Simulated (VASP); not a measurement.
# SnS2 in VASP: a series of runs

The runs below take SnS2 through relaxation of cell and atoms, with PBEsol, LDA.

All numbers are computed with VASP 6.6.1; they aren't measurements. Logs are shortened: lines on timing, memory, paths and dates and some standing lists are left out, and cuts for length are marked.

### 1 Starting point

The cell holds a slab with vacuum, 3 atoms: a = 3.645 Å, b = 3.645 Å, c = 20.934 Å, α = 90.00°, β = 90.00°, γ = 120.00°.

### 2 Relaxation of cell and atoms, PBEsol

The input, INCAR:

```
PREC = Accurate
ENCUT = 600
EDIFF = 1E-7
ISMEAR = 0
SIGMA = 0.03
LREAL = F
LASPH = T
NELM = 80
ALGO = Normal
ISIF = 3
LWAVE = F
LCHARG = F
GGA = PS
IBRION = 2
NSW = 90
EDIFFG = -0.005
LATTICE_CONSTRAINTS = .TRUE. .TRUE. .FALSE.
```

The input, KPOINTS:

```
regular mesh
0
Gamma
  12 12 1
```

The input, POSCAR:

```
SnS2                                    
1.0
    3.6450099363      0.0000000000      0.0000000000
   -1.8225049682      3.1566711975      0.0000000000
    0.0000000000      0.0000000000     20.9340000000
  S               Sn            
     2     1
Direct
     0.6666666699999979    0.3333333300000021    0.4295572334295686
     0.3333333300000021    0.6666666699999979    0.5704427665704314
     0.0000000000000000    1.0000000000000000    0.5000000000000000
```

Potentials or basis: VASP PAW PBE potentials, release 64 (S, Sn_d).

Launch:

```console
cat potpaw_PBE.64/S/POTCAR potpaw_PBE.64/Sn_d/POTCAR > POTCAR
mpirun -np 1 vasp_std > vasp.out
```

OUTCAR:

```text
PREC = Accurate
   ENCUT = 600
   EDIFF = 1E-7
   ISMEAR = 0
   LREAL = F
   LASPH = T
   NELM = 80
   ISIF = 3
   GGA = PS
   IBRION = 2
   NSW = 90
   EDIFFG = -0.005

 ion  position               nearest neighbor table
   1  0.667  0.333  0.430-   3 2.57   3 2.57   3 2.57
   2  0.333  0.667  0.570-   3 2.57   3 2.57   3 2.57
   3  0.000  0.000  0.500-   1 2.57   2 2.57   2 2.57   1 2.57   1 2.57   2 2.57

  LATTYP: Found a hexagonal cell.
 ALAT       =     3.6450099363
 C/A-ratio  =     5.7431942205

  Lattice vectors:

 A1 = (   3.6450099363,   0.0000000000,   0.0000000000)
 A2 = (  -1.8225049682,   3.1566711975,   0.0000000000)
 A3 = (   0.0000000000,   0.0000000000,  20.9340000000)

Analysis of symmetry for initial positions (statically):
=====================================================================
 Subroutine PRICEL returns:
 Original cell was already a primitive cell.

 Routine SETGRP: Setting up the symmetry group for a
 hexagonal supercell.

 Subroutine GETGRP returns: Found 12 space group operations
 (whereof 12 operations were pure point group operations)
 out of a pool of 24 trial point group operations.

The static configuration has the point symmetry D_3d.

Analysis of symmetry for dynamics (positions and initial velocities):
=====================================================================
 Subroutine PRICEL returns:
 Original cell was already a primitive cell.

 Routine SETGRP: Setting up the symmetry group for a
 hexagonal supercell.

 Subroutine GETGRP returns: Found 12 space group operations
 (whereof 12 operations were pure point group operations)
 out of a pool of 24 trial point group operations.

The dynamic configuration has the point symmetry D_3d.

 Subroutine INISYM returns: Found 12 space group operations
 (whereof 12 operations are pure point group operations),
 and found     1 'primitive' translations

----------------------------------------------------------------------------------------

                                     Primitive cell

  volume of cell :     240.8687

  direct lattice vectors                    reciprocal lattice vectors
     3.645009936  0.000000000  0.000000000     0.274347675  0.158394704  0.000000000
    -1.822504968  3.156671198  0.000000000     0.000000000  0.316789408  0.000000000
     0.000000000  0.000000000 20.934000000     0.000000000  0.000000000  0.047769179

  length of vectors
[... 81 lines left out ...]
   NSW    =     90    number of steps for IOM
   IBRION =      2    ionic relax: 0-MD 1-quasi-New 2-CG
   NFREE  =      1    steps in history (QN), initial steepest desc. (CG)
   ISIF   =      3    stress and relaxation
   ISYM   =      2    0-nonsym 1-usesym 2-fastsym
   POTIM  = 0.5000    time-step for ionic-motion
   TEBEG  =    0.0;   TEEND  =   0.0 temperature during run
   PSTRESS=    0.0 pullay stress
   NELECT =      26.0000    total number of electrons
   NUPDOWN=      -1.0000    fix difference up-down
   EMIN   =  10.00;   EMAX   =-10.00  energy-range for DOS
   EFERMI =   0.00;   METHOD = LEGACY
   ISMEAR =     0;   SIGMA  =   0.03  broadening in eV -4-tet -1-fermi 0-gaus
   EFERMI_NEDOS =   21; number of points for ismear=-14 and -15
   IALGO  =     38    algorithm
   IMIX   =      4    mixing-type and parameters
     AMIX     =   0.40;   BMIX     =  1.00
     AMIX_MAG =   1.60;   BMIX_MAG =  1.00
  volume/ion in A,a.u.               =      80.29       541.82
  Fermi-wavevector in a.u.,A,eV,Ry     =   0.779482  1.473007  8.266785  0.607592
  Thomas-Fermi vector in A             =   1.882595
   LORBIT       =      0    0 simple, 1 ext, 2 COOP (PROOUT), +10 PAW based schemes
   GGA     = PS    functional components
   LHFCALC =     F    Hartree Fock is set to
   AEXX    =    0.0000 exact exchange contribution
   IVDW    =     0    specifies the selected vdW correction
   LEPSILON=     F    determine dielectric tensor
   LRPA    =     F    only Hartree local field effects (RPA)
 conjugate gradient relaxation of ions
 non-spin polarized calculation
 Gauss-broadening in eV      SIGMA  =   0.03
  energy-cutoff  :      600.00
  volume of cell :      240.87
 maximum number of plane-waves:      8073
 NGX is ok and might be reduce to    30
   NGX = 15   NGY = 15   NGZ = 83

 number of electron      25.9999996 magnetization

 Free energy of the ion-electron system (eV)
  ---------------------------------------------------
  ext. energy  EPLUGINS =         0.00000000
  ---------------------------------------------------
  free energy    TOTEN  =       -14.24273367 eV

  energy without entropy =      -14.24273367  energy(sigma->0) =      -14.24273367

 E-fermi :  -3.3925     XC(G=0):  -3.1825

 val. band max:       -3.5812345111   @ k =   0.1667   0.0000   0.0000
 cond. band min:      -2.0459079884   @ k =   0.5000  -0.0000   0.0000
 fundamental gap:      1.5353265226
 Fermi energy:        -3.3925015543

 k-point     1 :       0.0000    0.0000    0.0000
  band No.  band energies     occupation
      1     -24.2674      2.00000
      2     -24.2674      2.00000
      3     -24.2227      2.00000
      4     -24.1946      2.00000
      5     -24.1946      2.00000
      6     -17.1342      2.00000
[... 357 lines left out ...]
      4     -24.1947      2.00000
      5     -24.1690      2.00000
      6     -14.6804      2.00000
[... 9 lines left out ...]
     16       2.5449      0.00000
     17       4.0168      0.00000

------------------------ aborting loop because EDIFF is reached ----------------------------------------

  FORCE on cell =-STRESS in cart. coord.  units (eV):
  Direction    XX          YY          ZZ          XY          YZ          ZX
  --------------------------------------------------------------------------------------
  -------------------------------------------------------------------------------------
  Total       -0.0033308     -0.0033308     -0.0105700      0.0000000      0.0000000      0.0000000
  in kB       -0.0221557     -0.0221557     -0.0703078      0.0000000      0.0000000      0.0000000
  external PRESSURE =      -0.0382064 kB  Pullay stress =       0.0000000 kB

 VOLUME and BASIS-vectors are now :
 -----------------------------------------------------------------------------
  energy-cutoff  :      600.00
  volume of cell :      240.87
      direct lattice vectors                 reciprocal lattice vectors
     3.645009936  0.000000000  0.000000000     0.274347675  0.158394704  0.000000000
    -1.822504968  3.156671198  0.000000000     0.000000000  0.316789408  0.000000000
     0.000000000  0.000000000 20.934000000     0.000000000  0.000000000  0.047769179

 POSITION                                       TOTAL-FORCE (eV/Angst)
 -----------------------------------------------------------------------------------
      1.82250      1.05222      8.99235         0.000000      0.000000      0.000974
     -0.00000      2.10445     11.94165        -0.000000      0.000000     -0.000974
      0.00000      0.00000     10.46700        -0.000000      0.000000     -0.000000
 -----------------------------------------------------------------------------------
    total drift:                               -0.000000      0.000000      0.000000

  FREE ENERGIE OF THE ION-ELECTRON SYSTEM (eV)
  ---------------------------------------------------
  free  energy   TOTEN  =       -14.2427336691 eV

  energy  without entropy=      -14.2427336691  energy(sigma->0) =      -14.24273367

 reached required accuracy - stopping structural energy minimisation
```

CONTCAR:

```text
SnS2
   1.00000000000000
     3.6450099363000001    0.0000000000000000    0.0000000000000000
    -1.8225049682000001    3.1566711975000001    0.0000000000000000
     0.0000000000000000    0.0000000000000000   20.9340000000000011
  S               Sn
     2     1
Direct
     0.6666666699999979    0.3333333300000021    0.4295572334295699
     0.3333333300000021    0.6666666699999979    0.5704427665704301
     0.0000000000000000    0.0000000000000000    0.5000000000000000

  0.00000000E+00  0.00000000E+00  0.00000000E+00
  0.00000000E+00  0.00000000E+00  0.00000000E+00
  0.00000000E+00  0.00000000E+00  0.00000000E+00
```

It took 86 s on 1 thread of AMD EPYC 9R45 (Zen 5), shared host; peak memory 0.4 GiB.

What came out:

| Item | Value |
| --- | --- |
| Free energy | -14.2427 eV |
| Band gap on the k mesh | 1.54 eV, indirect (least direct gap 1.80 eV) |

Final structure:
```
S Sn
1.0
     3.64501    0.00000    0.00000
    -1.82250    3.15667    0.00000
     0.00000    0.00000   20.93400
S Sn
2 1
Direct
  0.66667 0.33333 0.42956
  0.33333 0.66667 0.57044
  0.00000 0.00000 0.50000
```

Levels at points of the mesh, in eV from the valence-band top:
| k point | band 9 | band 10 | band 11 | band 12 | band 13 | band 14 | band 15 | band 16 | band 17 |
| --- | --- | --- | --- | --- | --- | --- | --- | --- | --- |
| (0.00, 0.00, 0.00) | -0.91 | -0.48 | -0.48 | -0.09 | -0.09 | 2.49 | 3.76 | 5.43 | 5.43 |
| (0.50, 0.00, 0.00) | -4.46 | -2.29 | -2.10 | -0.54 | -0.27 | 1.54 | 4.71 | 6.21 | 6.33 |

Caveat: the relaxation stopped at its first step, so nothing moved; the PAW data sets were made with another functional, which shifts forces and pressure a little; spin-orbit coupling is left out, which moves the levels of the heavy elements.

### 3 Relaxation of cell and atoms, LDA

This run uses another cell than the first one, of 80.03 Å³/atom, 0.997 times its volume.

The input, INCAR:

```
PREC = Accurate
ENCUT = 600
EDIFF = 1E-6
ISMEAR = 0
SIGMA = 0.03
LREAL = F
LASPH = T
NELM = 80
ALGO = Normal
ISIF = 3
LWAVE = F
LCHARG = F
IBRION = 2
NSW = 90
EDIFFG = -0.01
LATTICE_CONSTRAINTS = .TRUE. .TRUE. .FALSE.
```

The input, KPOINTS:

```
Automatic mesh
0
Gamma
  12 12 1
```

The input, POSCAR:

```
SnS2
1.0
    3.6390000000      0.0000000000      0.0000000000
   -1.8195000000      3.1514664400      0.0000000000
    0.0000000000      0.0000000000     20.9340000000
S Sn
2 1
Direct
    0.6666666700      0.3333333300      0.4299226100
    0.3333333300      0.6666666700      0.5700773900
    0.0000000000      0.0000000000      0.5000000000
```

Potentials or basis: VASP PAW LDA potentials, release 64 (S, Sn_d).

Launch:

```console
cat potpaw_LDA.64/S/POTCAR potpaw_LDA.64/Sn_d/POTCAR > POTCAR
mpirun -np 1 vasp_std > vasp.out
```

Run time: 5.6 min. Hardware: 1 thread of Intel Xeon Platinum 8259CL at 2.50GHz (Skylake/Cascade Lake), shared host; peak memory 0.37 GiB.

The run converged. Its results:

```yaml
Free_energy: -14.9462 eV
Relaxed_volume: 79.06 Å³/atom
Relaxed_cell: a = 3.617 Å, b = 3.617 Å, c = 20.934 Å, α = 90.00°, β = 90.00°, γ = 120.00°
Space_group_after_relaxing_to_0.05_Å: P-3m1 (No. 164)
Energy_gained_by_relaxing: 1.0 meV/atom
Ionic_steps: 5
Band_gap_on_the_k_mesh: 1.48 eV, indirect (least direct gap 1.76 eV)
```

Step by step:
```csv
step,energy change (eV),largest force (eV/Å),pressure (GPa),volume (Å³)
1,0.0000,0.0780,-0.28,240.08
2,-0.0020,0.0881,0.18,236.15
3,-0.0029,0.0279,0.01,237.53
4,-0.0030,0.0178,0.01,237.41
5,-0.0030,0.0004,0.00,237.18
```

Final structure:
```
S Sn
1.0
     3.61701    0.00000    0.00000
    -1.80851    3.13243    0.00000
     0.00000    0.00000   20.93400
S Sn
2 1
Direct
  0.66667 0.33333 0.42987
  0.33333 0.66667 0.57013
  0.00000 0.00000 0.50000
```

Levels at points of the mesh, in eV from the valence-band top:
| k point | band 9 | band 10 | band 11 | band 12 | band 13 | band 14 | band 15 | band 16 | band 17 |
| --- | --- | --- | --- | --- | --- | --- | --- | --- | --- |
| (0.00, 0.00, 0.00) | -0.99 | -0.51 | -0.51 | -0.08 | -0.08 | 2.49 | 3.73 | 5.40 | 5.40 |
| (0.50, 0.00, 0.00) | -4.59 | -2.36 | -2.17 | -0.58 | -0.28 | 1.48 | 4.64 | 6.14 | 6.23 |

Caveat: spin-orbit coupling is left out, which moves the levels of the heavy elements. LDA usually gives volumes a few per cent too small.
